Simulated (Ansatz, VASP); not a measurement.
# Cross-check of InAs between VASP and Ansatz, part 2 of 2

Aim: how closely do two programs agree when they are given the same cell, functional and k mesh? The cell is taken from a series of VASP runs on this material, whose earlier steps may have relaxed, scaled or displaced it; both programs get it as it stands.

VASP 6.6.1 and Ansatz 0.2.0.

So far. Step 4 (Differences): The walks stopped with 0.03 GPa left in Ansatz and 0.01 GPa in VASP; each walk ends within a tolerance, so the volume difference is uncertain by about these residues over the bulk modulus, most in soft cells.

## 5. Ansatz: zone-centre phonons, PBEsol with D3(BJ)

Level of this step: Ansatz beside VASP: Kohn-Sham DFT, plane waves, PBEsol with D3(BJ) (Ansatz).

Second derivatives magnify differences that forces hide, and they need a tight electronic threshold. The cell compared in this pair holds 54.79 Å³, against 59.28 Å³ for the pair before.

The cell is taken from a series of VASP runs on this material, whose earlier steps may have relaxed, scaled or displaced it; both programs get it as it stands.

The input, input.yaml:

```yaml
crystal:
  lattice:
    - [0.0, 3.0146250147, 3.0146250147]
    - [3.0146250147, 0.0, 3.0146250147]
    - [3.0146250147, 3.0146250147, 0.0]
  atoms:
    - { symbol: In, position: [0.0, 0.0, 0.0] }
    - { symbol: As, position: [0.75, 0.75, 0.75] }
hamiltonian:
  xc: pbesol
  pseudopotentials: { kind: paw }
  dispersion: d3bj
kpoints:
  mp_grid: { grid: [10, 10, 10] }
scf:
  occupations: { method: gaussian, width: 0.05 }
phonons:
  method: dfpt
  qpoints: [[0, 0, 0]]
```

The run is started by

```console
> ansatz run input.yaml --threads 4 --pin off --max-ram 9216MiB --backend cpu --events-out ev --progress --plain --runs-dir out
```

Numbers of over 12 decimals in the logs are rounded to 6 here.

The program printed:

```text
zone centre: on kpoints.mp_grid the ground state, and the responses unless they are solved on pairs of k-points, stand on 102 of the mesh's 1000 k-points, reduced under 8 symmetry operations, with k and −k counted as one. Each operation leaves every solved displacement unchanged or reverses it
[...]
Crystal: 2 atoms, lattice volume = 54.794 Å³
[...]
ASR residual per site (eV/Å²): 3.37e-6 7.92e-6
  Γ frequencies (cm⁻¹): 0.00 0.00 0.00 215.55 215.55 215.55
  non-analytic LO–TO correction: not included (Born effective charges unavailable; polar crystals: no LO–TO splitting at Γ)
--- Phonons (arbitrary-q DFPT): 1 explicit q-point ---
  q = [0, 0, 0] (of the zone-centre solve; hermiticity 2.75e-7, symmetrization 2.87e-13): -0.00 -0.00 0.00 215.55 215.55 215.55
  sum rule: each row above includes the acoustic sum rule's correction from the zone centre's row sums; it moved no ω² by more than (0.17 cm⁻¹)²
[key lines of the parts left out:]
SCF converged after 8 iterations
Free energy (F): -10339.456508 eV
Fermi energy:    7.842530 eV
```

Elapsed: 15 s, on 4 threads of Arm Neoverse V1, shared host; peak memory 0.56 GiB; 45 s of CPU time.

## 6. VASP: zone-centre phonons, PBEsol with D3(BJ)

The same cell, functional, mesh and smearing now go to VASP, with its own data sets and cutoff.

The input, INCAR:

```
SYSTEM = InAs
PREC = Accurate
ENCUT = 450
EDIFF = 1E-08
NELM = 100
ISMEAR = 0
SIGMA = 0.05
LREAL = .FALSE.
ALGO = Normal
GGA = PS
IVDW = 12
NBANDS = 15
LORBIT = 11
LWAVE = .FALSE.
LCHARG = .FALSE.
KPAR = 8
IBRION = 6
NFREE = 2
POTIM = 0.015
NSW = 1
ISIF = 2
```

The input, POSCAR:

```
InAs
1.0
    0.0000000000      3.0146250147      3.0146250147
    3.0146250147      0.0000000000      3.0146250147
    3.0146250147      3.0146250147      0.0000000000
In As
1 1
Direct
    0.0000000000      0.0000000000      0.0000000000
    0.7500000000      0.7500000000      0.7500000000
```

The input, KPOINTS:

```
Automatic mesh
0
Gamma
10 10 10
0 0 0
```

PAW data sets: In_d and As (PBE family, release 64).

The run is started by

```console
> mpirun -np 8 vasp_std
```

The program printed:

```text
[banner, memory and clock lines left out]
running    8 mpi-ranks, on    1 nodes
[...]
[... a notice as in an earlier step ...]

|                                                                             |
|               ----> ADVICE to this user running VASP <----                  |
|                                                                             |
|     You enforced a specific xc type in the INCAR file but a different       |
|     [... a line on the potential file left out ...]
|     I HOPE YOU KNOW WHAT YOU ARE DOING!                                     |
|                                                                             |

 LDA part: xc-table for (Slater+PW92), standard interpolation
 POSCAR, INCAR and KPOINTS ok, starting setup
[...]
entering main loop
       N       E                     dE             d eps       ncg     rms          rms(c)
DAV:   1     0.106905668318E+03    0.10691E+03   -0.77799E+03  1410   0.118E+03
DAV:   2    -0.166848467946E+01   -0.10857E+03   -0.10454E+03  1501   0.282E+02
DAV:   3    -0.859693921417E+01   -0.69285E+01   -0.68901E+01  1816   0.753E+01
DAV:   4    -0.877477931582E+01   -0.17784E+00   -0.17780E+00  1711   0.134E+01
[...]
DAV:  15    -0.847914872505E+01   -0.44006E-07   -0.31955E-09  1293   0.690E-04    0.490E-04
DAV:  16    -0.847914874533E+01   -0.20280E-07   -0.88969E-10   992   0.271E-04    0.144E-04
DAV:  17    -0.847914874868E+01   -0.33469E-08   -0.69279E-10   901   0.225E-04
   1 F= -.91159342E+01 E0= -.91158956E+01  d E =-.772021E-04
[... from here on, the cycles between the ionic steps are left out ...]
   2 F= -.91150556E+01 E0= -.91150241E+01  d E =-.628810E-04
   3 F= -.91150555E+01 E0= -.91150241E+01  d E =-.628856E-04
   4 F= -.91150567E+01 E0= -.91150253E+01  d E =-.628733E-04
   5 F= -.91150567E+01 E0= -.91150253E+01  d E =-.628766E-04
 Finite differences progress:
  Degree of freedom:   2/  2
  Displacement:        2/  2
  Total:               4/  4
```

From OUTCAR (step 6):

```text
 Edisp (eV)   -0.63678

 Edisp (eV)   -0.63678

  Total       0.00201     0.00418     0.00418     0.00000    -0.13093     0.00000
  in kB       0.05877     0.12233     0.12233     0.00000    -3.82832     0.00000
  external pressure =        0.10 kB  Pullay stress =        0.00 kB

 POSITION                                       TOTAL-FORCE (eV/Angst)
 -----------------------------------------------------------------------------------
      0.00000      0.00000      0.00000        -0.117200      0.000000      0.000000
      4.50694      4.52194      4.52194         0.117200      0.000000      0.000000
 -----------------------------------------------------------------------------------
    total drift:                               -0.000093      0.000000      0.000000

  FREE ENERGIE OF THE ION-ELECTRON SYSTEM (eV)
  ---------------------------------------------------
  free  energy   TOTEN  =        -9.1150567407 eV

  energy  without entropy=       -9.1149938642  energy(sigma->0) =       -9.11502530

[... 1 part as in an earlier step ...]

[... 2 further parts left out ...]
[key lines of the parts left out:]
E-fermi :   4.4822
```

## 7. Side by side

What differs besides the data sets and the points named for the pairs above, as far as they apply: Ansatz makes its cores anew for this functional, VASP keeps those of its PBE data sets; Ansatz takes the dispersion share of the force constants at frozen C6 weights, VASP differentiates the full forces; VASP uses finite displacements, Ansatz perturbation theory. Total energies have different zeros and are not compared.

The two programs side by side:

```
                  quantity  Ansatz   VASP  difference
optical mode 1 to 3 (cm⁻¹)   215.6  216.5     -0.44 %
```

Modes are paired by rising frequency and degeneracy, not by their patterns, so a pair may still set unlike modes beside each other.

## 8. Further runs

Further runs change the set-up of one program: Ansatz's method, potentials or start, or VASP's data sets, cutoff or form of LDA. The table gives Ansatz less VASP for each quantity, since a change that brings one quantity closer may part another.

```
                              run  optical mode 1 to 3 (%)
                         as above                    -0.44
Ansatz's all-electron LAPW method                    -0.41
```

## 9. What came out

* difference in volume (relaxation of cell and atoms, PBE): -0.20 %
* r.m.s. difference of the optical zone-centre modes, each program's sorted by frequency (zone-centre phonons, PBEsol with D3(BJ)): 0.95 cm⁻¹

In words: The difference in volume is -0.20 % (relaxation of cell and atoms, PBE), within the 1.2 % picked in this series as the mark of a large difference, as far as the stopping tolerances let one tell. For zone-centre phonons, PBEsol with D3(BJ), no further run moves any of the tabulated differences by more than a quarter of its size. Such differences can come from data sets, numerical settings and the points named under the comparisons, not from the functional's error against experiment.

[Lines on the potential files, build, host, timing and source positions are cut from VASP's logs without a mark.]

[Logs are printed without paths, hosts, clocks, repeated set-up lines and the standing remarks that a program may print on its own settings, such as how far it seeks lower states.]

[Hosts, paths, dates, database ids (printed as entryN), source tags and the programs' standing remarks are cut or masked in the printed files.]
